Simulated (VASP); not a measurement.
# CdO (Fm-3m) in VASP: notebook, part 2 of 2

VASP 6.6.1. The steps go on from the part before.

## (5) Single point, PBE (a relaxed cell with its volume scaled by 1.09)

Input file INCAR:

```
SYSTEM = CdO
PREC = Accurate ; ENCUT = 900
EDIFF = 1E-7 ; ISMEAR = 0
SIGMA = 0.02 ; LREAL = .FALSE.
LASPH = .TRUE. ; NELM = 100
ALGO = Normal ; ISIF = 2
LWAVE = .FALSE. ; LCHARG = .FALSE.
GGA = PE ; NBANDS = 16
```

Input file KPOINTS:

```
regular mesh
0
G
  12 12 12
  0 0 0
```

Input file POSCAR:

```
CdO                                     
1.0
    0.0000000000      2.4587945889      2.4587945889
    2.4587945889      0.0000000000      2.4587945889
    2.4587945889      2.4587945889      0.0000000000
  Cd              O             
     1     1
Direct
     0.0000000000000000    0.0000000000000000    0.0000000000000000
     0.5000000000000000    0.5000000000000000    0.5000000000000000
```

Potentials or basis: VASP PAW PBE potentials, release 64 (Cd, O_h).

Launch:

```
cat potpaw_PBE.64/Cd/POTCAR potpaw_PBE.64/O_h/POTCAR > POTCAR
mpirun -np 1 vasp_std > vasp.out
```

OUTCAR:

```text
SYSTEM = CdO
   PREC = Accurate
   ENCUT = 900
   EDIFF = 1E-7
   ISMEAR = 0
   LREAL = .FALSE.
   LASPH = .TRUE.
   NELM = 100
   ISIF = 2
   GGA = PE

 ion  position               nearest neighbor table
   1  0.000  0.000  0.000-   2 2.46   2 2.46   2 2.46   2 2.46   2 2.46   2 2.46
   2  0.500  0.500  0.500-   1 2.46   1 2.46   1 2.46   1 2.46   1 2.46   1 2.46

  LATTYP: Found a face centered cubic cell.
 ALAT       =     4.9175891778

  Lattice vectors:

 A1 = (   0.0000000000,   2.4587945889,   2.4587945889)
 A2 = (   2.4587945889,   0.0000000000,   2.4587945889)
 A3 = (   2.4587945889,   2.4587945889,   0.0000000000)

Analysis of symmetry for initial positions (statically):
=====================================================================
 Subroutine PRICEL returns:
 Original cell was already a primitive cell.

 Routine SETGRP: Setting up the symmetry group for a
 face centered cubic supercell.

 Subroutine GETGRP returns: Found 48 space group operations
 (whereof 48 operations were pure point group operations)
 out of a pool of 48 trial point group operations.

The static configuration has the point symmetry O_h .

Analysis of symmetry for dynamics (positions and initial velocities):
=====================================================================
[... 165 lines left out ...]
 Fermi energy:         1.1410761652

 k-point     1 :       0.0000    0.0000    0.0000
  band No.  band energies     occupation
      1     -15.3575      2.00000
      2      -5.4210      2.00000
      3      -5.4210      2.00000
      4      -5.4210      2.00000
      5      -5.1934      2.00000
      6      -5.1934      2.00000
[... 433 lines left out ...]
      3      -5.6740      2.00000
      4      -5.6018      2.00000
      5      -5.0436      2.00000
      6      -5.0242      2.00000
[... 8 lines left out ...]
     15      20.1747      0.00000
     16      20.8034      0.00000

 [... further k-points ...]

------------------------ aborting loop because EDIFF is reached ----------------------------------------

  FORCE on cell =-STRESS in cart. coord.  units (eV):
  Direction    XX          YY          ZZ          XY          YZ          ZX
  --------------------------------------------------------------------------------------
  -------------------------------------------------------------------------------------
  Total       -1.6480330     -1.6480330     -1.6480330      0.0000000     -0.0000000      0.0000000
  in kB      -88.8136574    -88.8136574    -88.8136574      0.0000000     -0.0000000      0.0000000
  external PRESSURE =     -88.8136574 kB  Pullay stress =       0.0000000 kB

 VOLUME and BASIS-vectors are now :
 -----------------------------------------------------------------------------
  energy-cutoff  :      900.00
  volume of cell :       29.73
      direct lattice vectors                 reciprocal lattice vectors
     0.000000000  2.458794589  2.458794589    -0.203351676  0.203351676  0.203351676
     2.458794589  0.000000000  2.458794589     0.203351676 -0.203351676  0.203351676
     2.458794589  2.458794589  0.000000000     0.203351676  0.203351676 -0.203351676

 POSITION                                       TOTAL-FORCE (eV/Angst)
 -----------------------------------------------------------------------------------
      0.00000      0.00000      0.00000        -0.000000     -0.000000     -0.000000
      2.45879      2.45879      2.45879         0.000000      0.000000      0.000000
 -----------------------------------------------------------------------------------
    total drift:                                0.000000      0.000000      0.000000

  FREE ENERGIE OF THE ION-ELECTRON SYSTEM (eV)
  ---------------------------------------------------
  free  energy   TOTEN  =        -7.6663917001 eV

  energy  without entropy=       -7.6663622967  energy(sigma->0) =       -7.66637700
```

OSZICAR:

```text
N       E                     dE             d eps       ncg     rms          rms(c)
DAV:   1     0.170943298435E+03    0.17094E+03   -0.13683E+04  2312   0.174E+03
DAV:   2     0.963247752476E+00   -0.16998E+03   -0.15280E+03  2808   0.363E+02
DAV:   3    -0.949864381884E+01   -0.10462E+02   -0.10337E+02  2480   0.896E+01
DAV:   4    -0.955733677457E+01   -0.58693E-01   -0.58682E-01  3088   0.743E+00
DAV:   5    -0.955752414000E+01   -0.18737E-03   -0.18736E-03  2648   0.369E-01    0.931E+00
DAV:   6    -0.782308640378E+01    0.17344E+01   -0.60453E+00  3440   0.370E+01    0.796E+00
DAV:   7    -0.768751420924E+01    0.13557E+00   -0.70334E-01  2432   0.806E+00    0.364E+00
DAV:   8    -0.766774699803E+01    0.19767E-01   -0.16014E-01  2488   0.378E+00    0.631E-01
DAV:   9    -0.766638846378E+01    0.13585E-02   -0.46736E-03  2816   0.620E-01    0.216E-01
DAV:  10    -0.766632671336E+01    0.61750E-04   -0.18038E-03  2480   0.391E-01    0.643E-02
DAV:  11    -0.766639253614E+01   -0.65823E-04   -0.64595E-05  2664   0.777E-02    0.198E-02
DAV:  12    -0.766639202533E+01    0.51081E-06   -0.13144E-06  2920   0.130E-02    0.949E-03
DAV:  13    -0.766639178458E+01    0.24075E-06   -0.68945E-07  2632   0.912E-03    0.326E-03
DAV:  14    -0.766639170015E+01    0.84431E-07   -0.22642E-07  2616   0.442E-03
   1 F= -.76663917E+01 E0= -.76663770E+01  d E =-.294035E-04
```

It took 34 s on 1 thread of Intel Xeon 6975P-C (Granite Rapids), shared host; peak memory 0.24 GiB.

What came out:

```yaml
Free_energy: -7.6664 eV
Pressure: -8.9 GPa
Band_gap_on_the_k_mesh: none (metal or under the smearing width)
```

Caveat: the cutoff is under 1.25 times the usual one of these potentials, so pressure, stress and relaxed cells hold a basis-set (Pulay) error.

## (6) The runs side by side

| cell | gap on the mesh (eV) | pressure (GPa) |
| --- | --- | --- |
| a relaxed cell with its volume scaled by 0.94 | none | 9.2 |
| a relaxed cell with its volume scaled by 1.06 | none | -6.4 |
| a relaxed cell with its volume scaled by 0.91 | none | 15.1 |
| a relaxed cell with its volume scaled by 1.09 | none | -8.9 |

Alike in all rows: task single point; level PBE; potentials or basis VASP PAW PBE potentials, release 64 (Cd, O_h); no spin polarisation; k mesh 12 × 12 × 12; cutoff (eV) 900; smearing gaussian 0.02 eV.

Caveats: the cutoff is under 1.25 times the usual one of these potentials, so pressure, stress and relaxed cells hold a basis-set (Pulay) error; so large a pressure means that the cell lies far from this level's equilibrium, or that cutoff or potentials fall short (some runs).

Absolute energies hang on the potentials; compare differences alone.
